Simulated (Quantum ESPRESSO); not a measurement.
# BaTiO3 (Barioperovskite) (Amm2) in Quantum ESPRESSO: notebook, part 3 of 3

Quantum ESPRESSO 7.5.

**4. Phonons, LDA**

pw.in

```
&CONTROL
  calculation = 'scf'
  prefix = 'pwscf'
  outdir = './tmp'
  pseudo_dir = './pseudo'
  tprnfor = .true.
  tstress = .true.
  disk_io = 'low'
/
&SYSTEM
  ibrav = 0
  celldm(1) = 8
  nat = 5
  ntyp = 3
  ecutwfc = 45
  ecutrho = 360
  nbnd = 28
  occupations = 'smearing'
  smearing = 'fd'
  degauss = 0.00367493
/
&ELECTRONS
  conv_thr = 1d-09
  electron_maxstep = 120
  mixing_beta = 0.5
/
ATOMIC_SPECIES
Ba   137.3270 ba_lda_v1.uspp.F.UPF
Ti    47.8670 ti_lda_v1.4.uspp.F.UPF
O     15.9990 o_lda_v1.2.uspp.F.UPF
CELL_PARAMETERS alat
  0.9414379337120   0.0000000000000   0.0000000000000
  0.0000000000000   0.6701205053689   0.6720692854349
  0.0000000000000  -0.6701205053689   0.6720692854349
ATOMIC_POSITIONS crystal
Ba     0.0000000000    0.0000000000    0.0000000000
Ti     0.5000000000    0.5124000000    0.5124000000
O      0.5000000000    0.9918400000    0.5052400000
O      0.5000000000    0.5052400000    0.9918400000
O      0.0000000000    0.4874000000    0.4874000000
K_POINTS automatic
4 4 4 1 1 1
```

relax.in

```
&CONTROL
  calculation = 'vc-relax'
  prefix = 'pwscf'
  outdir = './tmp'
  pseudo_dir = './pseudo'
  tprnfor = .true.
  tstress = .true.
  disk_io = 'low'
  nstep = 40
  forc_conv_thr = 0.0001
  etot_conv_thr = 1d-06
/
&SYSTEM
  ibrav = 0
  celldm(1) = 8
  nat = 5
  ntyp = 3
  ecutwfc = 45
  ecutrho = 360
  nbnd = 28
  occupations = 'smearing'
  smearing = 'fd'
  degauss = 0.00367493
/
&ELECTRONS
  conv_thr = 1d-09
  electron_maxstep = 120
  mixing_beta = 0.5
/
&IONS
  ion_dynamics = 'bfgs'
/
&CELL
  cell_dynamics = 'bfgs'
  press = 0
  press_conv_thr = 0.2
/
ATOMIC_SPECIES
Ba   137.3270 ba_lda_v1.uspp.F.UPF
Ti    47.8670 ti_lda_v1.4.uspp.F.UPF
O     15.9990 o_lda_v1.2.uspp.F.UPF
CELL_PARAMETERS alat
  0.9414379337120   0.0000000000000   0.0000000000000
  0.0000000000000   0.6701205053689   0.6720692854349
  0.0000000000000  -0.6701205053689   0.6720692854349
ATOMIC_POSITIONS crystal
Ba     0.0000000000    0.0000000000    0.0000000000
Ti     0.5000000000    0.5124000000    0.5124000000
O      0.5000000000    0.9918400000    0.5052400000
O      0.5000000000    0.5052400000    0.9918400000
O      0.0000000000    0.4874000000    0.4874000000
K_POINTS automatic
4 4 4 1 1 1
```

scf2.in

```
&CONTROL
  calculation = 'scf'
  prefix = 'pwscf'
  outdir = './tmp'
  pseudo_dir = './pseudo'
  tprnfor = .true.
  tstress = .true.
  disk_io = 'low'
/
&SYSTEM
  ibrav = 0
  celldm(1) = 8
  nat = 5
  ntyp = 3
  ecutwfc = 45
  ecutrho = 360
  nbnd = 28
  occupations = 'fixed'
/
&ELECTRONS
  conv_thr = 1d-13
  electron_maxstep = 120
  mixing_beta = 0.5
  startingpot = 'file'
  startingwfc = 'file'
/
ATOMIC_SPECIES
Ba   137.3270 ba_lda_v1.uspp.F.UPF
Ti    47.8670 ti_lda_v1.4.uspp.F.UPF
O     15.9990 o_lda_v1.2.uspp.F.UPF
CELL_PARAMETERS alat
  0.9305668554957   0.0000000000000   0.0000000000000
  0.0000000000000   0.6602674273402   0.6608091117828
  0.0000000000000  -0.6602674273402   0.6608091117828
ATOMIC_POSITIONS crystal
Ba     0.0000000000    0.0028768674    0.0028768674
Ti     0.5000000000    0.5104706652    0.5104706652
O      0.5000000000    0.9915612638    0.4961763074
O      0.5000000000    0.4961763074    0.9915612638
O      0.0000000000    0.4957948962    0.4957948962
K_POINTS automatic
4 4 4 1 1 1
```

ph.in

```
phonons of BaTiO3
&INPUTPH
  prefix = 'pwscf'
  outdir = './tmp'
  tr2_ph = 1d-18
  fildyn = 'dyn'
  niter_ph = 90
  alpha_mix(1) = 0.7
  epsil = .true.
/
0.0000000000 0.0000000000 0.0000000000
```

dynmat.in

```
&INPUT
  fildyn = 'dyn'
  asr = 'crystal'
  lperm = .true.
  filout = 'dynmat.disp'
  fileig = 'dynmat.eig'
/
```

dynmat_lo.in

```
&INPUT
  fildyn = 'dyn'
  asr = 'crystal'
  filout = 'dynmat_lo.disp'
  fileig = 'dynmat_lo.eig'
  q(1) = 0
  q(2) = 0
  q(3) = 1
/
```

Potentials or basis: GBRV 1.5 LDA.

Started as:

```bash
OMP_NUM_THREADS=1 pw.x -in pw.in > pw.out
OMP_NUM_THREADS=1 pw.x -in relax.in > relax.out
OMP_NUM_THREADS=1 pw.x -in scf2.in > scf2.out
OMP_NUM_THREADS=1 ph.x -in ph.in > ph.out
OMP_NUM_THREADS=1 dynmat.x -in dynmat.in > dynmat.out
OMP_NUM_THREADS=1 dynmat.x -in dynmat_lo.in > dynmat_lo.out
```

pw.out:

```text
This program is part of the open-source Quantum ESPRESSO suite
     for quantum simulation of materials; please cite
[... 9 lines left out ...]
     --------------------
     sticks:   dense  smooth     PW     G-vecs:    dense   smooth      PW
     Sum        1637     817    241                50085    17725    2801

     Using Slab Decomposition

     bravais-lattice index     =            0
     lattice parameter (alat)  =       8.0000  a.u.
     unit-cell volume          =     434.1688 (a.u.)^3
     number of atoms/cell      =            5
     number of atomic types    =            3
     number of electrons       =        40.00
     number of Kohn-Sham states=           28
     kinetic-energy cutoff     =      45.0000  Ry
     charge density cutoff     =     360.0000  Ry
     scf convergence threshold =      1.0E-09
     mixing beta               =       0.5000
     number of iterations used =            8  plain     mixing
     Exchange-correlation= SLA  PZ   NOGX NOGC
                           (   1   1   0   0   0   0   0)

     celldm(1)=   8.000000  celldm(2)=   0.000000  celldm(3)=   0.000000
     celldm(4)=   0.000000  celldm(5)=   0.000000  celldm(6)=   0.000000

     crystal axes: (cart. coord. in units of alat)
               a(1) = (   0.941438   0.000000   0.000000 )
               a(2) = (   0.000000   0.670121   0.672069 )
               a(3) = (   0.000000  -0.670121   0.672069 )

     reciprocal axes: (cart. coord. in units 2 pi/alat)
               b(1) = (  1.062205  0.000000 -0.000000 )
               b(2) = ( -0.000000  0.746134  0.743971 )
               b(3) = (  0.000000 -0.746134  0.743971 )

     PseudoPot. # 1 for Ba read from file:
     ba_lda_v1.uspp.F.UPF
     Pseudo is Ultrasoft + core correction, Zval = 10.0
     Generated by new atomic code, or converted to UPF format
     Using radial grid of  907 points,  7 beta functions with:
                l(1) =   0
                l(2) =   0
                l(3) =   1
                l(4) =   1
                l(5) =   2
                l(6) =   2
                l(7) =   3
     Q(r) pseudized with  6 coefficients,  rinner =    1.700   1.700   1.700
                                                       1.700   1.700   1.700
                                                       1.700

     PseudoPot. # 2 for Ti read from file:
[... 54 lines left out ...]
        k(   11) = (   0.3983268   0.0000000   0.5579782), wk =   0.1250000
        k(   12) = (   0.3983268   0.5596008  -0.0000000), wk =   0.1250000

     Dense  grid:    50085 G-vectors     FFT dimensions: (  45,  45,  45)

     Smooth grid:    17725 G-vectors     FFT dimensions: (  36,  36,  36)

     Check: negative core charge=   -0.000007

     Initial potential from superposition of free atoms

     starting charge      38.9872, renormalised to      40.0000

     negative rho (up, down):  1.012E-01 0.000E+00
     Starting wfcs are   35 randomized atomic wfcs

     Self-consistent Calculation

     iteration #  1     ecut=    45.00 Ry     beta= 0.50
     Davidson diagonalization with overlap
     ethr =  1.00E-02,  avg # of iterations =  2.0

     negative rho (up, down):  9.547E-02 0.000E+00
[... 76 lines left out ...]
     iteration # 10     ecut=    45.00 Ry     beta= 0.50
     Davidson diagonalization with overlap
     ethr =  8.92E-12,  avg # of iterations =  2.9

     negative rho (up, down):  9.022E-02 0.000E+00

     End of self-consistent calculation

          k = 0.1328 0.0000 0.1860 (  2210 PWs)   bands (ev):

   -45.8964 -22.4665 -22.4657 -22.4512 -14.5985  -6.5526  -5.8471  -5.8271
     0.1868   0.1911   0.4539   7.0866   7.4626   7.4788   8.1496   8.1809
     8.8055   8.9755   9.4719   9.4731  12.2846  12.3399  12.4090  14.7007
    14.7695  15.7265  15.8143  17.8730

          k = 0.1328-0.1865 0.3720 (  2211 PWs)   bands (ev):

   -45.8959 -22.5012 -22.4644 -22.4495 -14.5227  -6.6220  -5.7914  -5.6838
     0.2040   0.3309   0.5769   6.1488   6.9952   7.2445   7.3727   7.7146
     8.4794   8.8461   9.0216   9.1439  12.4352  13.3201  13.3445  14.7364
    16.1350  16.9495  17.4120  18.6489
[... 31 lines left out ...]
   -45.8959 -22.4893 -22.4648 -22.4637 -14.5180  -6.6227  -5.8015  -5.6599
     0.2082   0.3178   0.5716   6.1370   6.9976   7.2487   7.4205   7.6829
     8.4671   8.8112   9.0510   9.0864  12.4237  13.3122  13.3624  14.6756
    16.0616  17.0435  17.4168  18.6343

          k = 0.3983-0.1865 0.3720 (  2213 PWs)   bands (ev):

   -45.8954 -22.4986 -22.4869 -22.4626 -14.4618  -6.2936  -5.7895  -5.7138
     0.0634   0.1197   0.4758   5.9139   6.3008   6.4878   7.3236   7.4504
     8.0265   8.9015   9.1473   9.7263  13.3685  13.4430  13.7252  15.2475
    17.1705  17.7177  18.2247  18.7665
[... 24 lines left out ...]
   -45.8949 -22.4974 -22.4960 -22.4850 -14.4122  -5.9060  -5.7084  -5.6422
    -0.3872  -0.3206  -0.0462   5.8160   6.3722   6.4285   7.0996   7.5489
     7.5674   9.5604   9.6012   9.7611  13.8573  13.9152  13.9216  16.8223
    17.0209  17.4971  17.6288  17.7559

     the Fermi energy is    11.1065 ev

!    total energy              =    -287.20447396 Ry
     estimated scf accuracy    <          5.1E-10 Ry
     smearing contrib. (-TS)   =      -0.00000000 Ry
     internal energy E=F+TS    =    -287.20447396 Ry

     The total energy is F=E-TS. E is the sum of the following terms:
     one-electron contribution =     -72.86080537 Ry
     hartree contribution      =      59.90833916 Ry
     xc contribution           =     -67.33444006 Ry
     ewald contribution        =    -206.91756770 Ry

     convergence has been achieved in  10 iterations

     negative rho (up, down):  9.022E-02 0.000E+00

     Forces acting on atoms (cartesian axes, Ry/au):

     atom    1 type  1   force =     0.00000000    0.00000000    0.00613987
     atom    2 type  2   force =     0.00000000   -0.00000000    0.00585310
     atom    3 type  3   force =     0.00000000   -0.00189896   -0.01096028
     atom    4 type  3   force =     0.00000000    0.00189896   -0.01096028
     atom    5 type  3   force =     0.00000000    0.00000000    0.00992759

     Total force =     0.020445     Total SCF correction =     0.000009

     Computing stress (Cartesian axis) and pressure

     negative rho (up, down):  9.022E-02 0.000E+00
          total   stress  (Ry/bohr**3)                   (kbar)     P=      -74.53
  -0.00049632   0.00000000   0.00000000          -73.01        0.00        0.00
   0.00000000  -0.00049102  -0.00000000            0.00      -72.23       -0.00
   0.00000000  -0.00000000  -0.00053269            0.00       -0.00      -78.36

=------------------------------------------------------------------------------=
   JOB DONE.
=------------------------------------------------------------------------------=
```

Wall time 49 min (1 thread of Intel Xeon at 2.50GHz (Skylake/Cascade Lake), shared host); peak memory 0.38 GiB.

What came out:

- Free energy: -3907.6925 eV
- Relaxed volume: 12.32 Å³/atom
- Relaxed cell: a = 3.939 Å, b = 3.955 Å, c = 3.955 Å, α = 89.95°, β = 90.00°, γ = 90.00°
- Space group after relaxing (to 0.05 Å): Amm2 (No. 38)
- Pressure after relaxing: 0.0 GPa
- Electronic dielectric tensor (diagonal): 6.52, 6.33, 6.20
- Born charges (mean of the diagonal): Ba +2.79; Ti +6.87; O -3.15, -3.24 e
- Highest phonon frequency at Γ, LO-TO splitting left out: 494 cm⁻¹
- Most unstable mode: 50i cm⁻¹

Step by step:
| step | energy change (eV) | largest force (eV/Å) | pressure (GPa) | volume (Å³) |
| --- | --- | --- | --- | --- |
| 1 | 0.0000 | 0.2860 | -7.45 | 64.34 |
| 2 | -0.0670 | 0.1885 | -0.67 | 61.92 |
| 3 | -0.0701 | 0.1661 | 0.21 | 61.64 |
| 4 | -0.0732 | 0.1351 | 0.58 | 61.51 |
| 5 | -0.0765 | 0.0929 | 0.63 | 61.47 |
| 6 | -0.0784 | 0.0533 | 0.29 | 61.56 |
| 7 | -0.0786 | 0.0498 | 0.08 | 61.62 |
| 8 | -0.0788 | 0.0322 | -0.10 | 61.68 |
| 9 | -0.0789 | 0.0187 | -0.10 | 61.68 |
| 10 | -0.0789 | 0.0084 | -0.04 | 61.66 |
| 11 | -0.0789 | 0.0110 | 0.00 | 61.65 |
| 12 | -0.0789 | 0.0110 | 0.02 | 61.64 |
| 13 | -0.0789 | 0.0093 | 0.02 | 61.63 |
| 14 | -0.0789 | 0.0063 | 0.01 | 61.63 |
| 15 | -0.0789 | 0.0024 | -0.01 | 61.62 |
| 16 | -0.0789 | 0.0012 | -0.02 | 61.62 |
| 17 | -0.0789 | 0.0011 | -0.01 | 61.61 |
| 18 | -0.0789 | 0.0011 | -0.01 | 61.61 |
| 19 | -0.0789 | 0.0010 | 0.00 | 61.61 |
| 20 | -0.0789 | 0.0006 | 0.00 | 61.61 |

Final structure:
```cif
data_structure
_symmetry_space_group_name_H-M 'P 1'
_symmetry_Int_Tables_number 1
_cell_length_a 3.9395
_cell_length_b 3.9546
_cell_length_c 3.9546
_cell_angle_alpha 89.953
_cell_angle_beta 90.000
_cell_angle_gamma 90.000
_cell_volume 61.61
loop_
_atom_site_label
_atom_site_type_symbol
_atom_site_fract_x
_atom_site_fract_y
_atom_site_fract_z
_atom_site_occupancy
Ba1 Ba 0.00000 0.00288 0.00288 1
Ti1 Ti 0.50000 0.51047 0.51047 1
O1 O 0.50000 0.99156 0.49618 1
O2 O 0.50000 0.49618 0.99156 1
O3 O 0.00000 0.49579 0.49579 1
```

Levels at points of the mesh, in eV from the valence-band top:
```
           k point  band 16  band 17  band 18  band 19  band 20  band 21  band 22  band 23  band 24  band 25
(0.12, 0.12, 0.12)    -1.68    -0.94    -0.85    -0.27    -0.24     2.65     2.71     2.74     5.29     5.30
```

Phonon frequencies in cm⁻¹ (negative: imaginary):
| q point | frequencies |
| --- | --- |
| (0.000, 0.000, 0.000) | -50 -8 -8 -8 135 162 183 184 184 297 300 300 480 482 494 |

Electronic dielectric tensor:
```
6.52 0.00 0.00
0.00 6.33 0.00
0.00 0.00 6.20
```

Born effective charge tensors (e):
atom 1, Ba
```
2.78 0.00 0.00
0.00 2.80 0.00
0.00 0.00 2.79
```
atom 2, Ti
```
7.08 0.00 0.00
0.00 6.90 0.00
0.00 0.00 6.65
```
atom 3, O
```
-2.11  0.00  0.00
 0.00 -3.74 -1.63
 0.00 -1.56 -3.61
```
atom 4, O
```
-2.11  0.00  0.00
 0.00 -3.74  1.63
 0.00  1.56 -3.61
```
atom 5, O
```
-5.54  0.00  0.00
 0.00 -2.08  0.00
 0.00  0.00 -2.09
```

Optical modes at Γ, degenerate ones joined, polar ones without the macroscopic field:
| cm⁻¹ | components | symmetry | active in | IR intensity, summed ((D/Å)²/amu) |
| --- | --- | --- | --- | --- |
| 50i | 1 | B2 | IR and Raman | 77.18 |
| 135 | 1 | B1 | IR and Raman | 74.45 |
| 162 | 1 | A1 | IR and Raman | 69.08 |
| 183 | 1 | B1 | IR and Raman | 0.39 |
| 184 | 1 | B2 | IR and Raman | 2.46 |
| 184 | 1 | A1 | IR and Raman | 0.08 |
| 297 | 1 | B1 | IR and Raman | 0.01 |
| 300 | 1 | A1 | IR and Raman | 0.03 |
| 300 | 1 | A2 | Raman | 0.00 |
| 480 | 1 | B2 | IR and Raman | 3.29 |
| 482 | 1 | B1 | IR and Raman | 4.24 |
| 494 | 1 | A1 | IR and Raman | 4.88 |

Zone-centre frequencies without and with the macroscopic field along z (cm⁻¹):
|  | optical modes in rising order |
| --- | --- |
| without | 50i 135 162 183 184 184 297 300 300 480 482 494 |
| with the field | 50i 135 183 184 184 297 300 300 466 480 482 683 |

Caveat: the mesh is thin for the dielectric tensor, Born charges and intensities, which usually come out too large; some modes are imaginary; the Born charges break their sum rule by 0.12 e, a sign of too thin a mesh.

**5. The runs side by side**

| task | level | potentials or basis | cell | k mesh | form of the LDA correlation | gap on the mesh (eV) | pressure (GPa) | largest force (eV/Å) |
| --- | --- | --- | --- | --- | --- | --- | --- | --- |
| dielectric tensor | PBEsol | GBRV 1.5 PBEsol | as given | 4 × 4 × 4 | - | 1.85 | -2.9 | 0.31 |
| dielectric tensor | PBEsol | GBRV 1.5 PBEsol | as given | 6 × 6 × 6 | - | 1.85 | -2.9 | 0.29 |
| phonons | LDA | GBRV 1.5 LDA | relaxed | 4 × 4 × 4, shifted | PZ81 | - | 0.0 | - |

Alike in all rows: no spin polarisation; cutoff (eV) 612; smearing fermi-dirac 0.05 eV.

Caveats: on a mesh that holds Γ this program's dielectric tensor can be off by some percent beyond the error of the mesh (some runs); spin-orbit coupling is left out, which moves the levels of the heavy elements (some runs); some modes are imaginary (some runs).

Absolute energies hang on the potentials; compare differences alone.
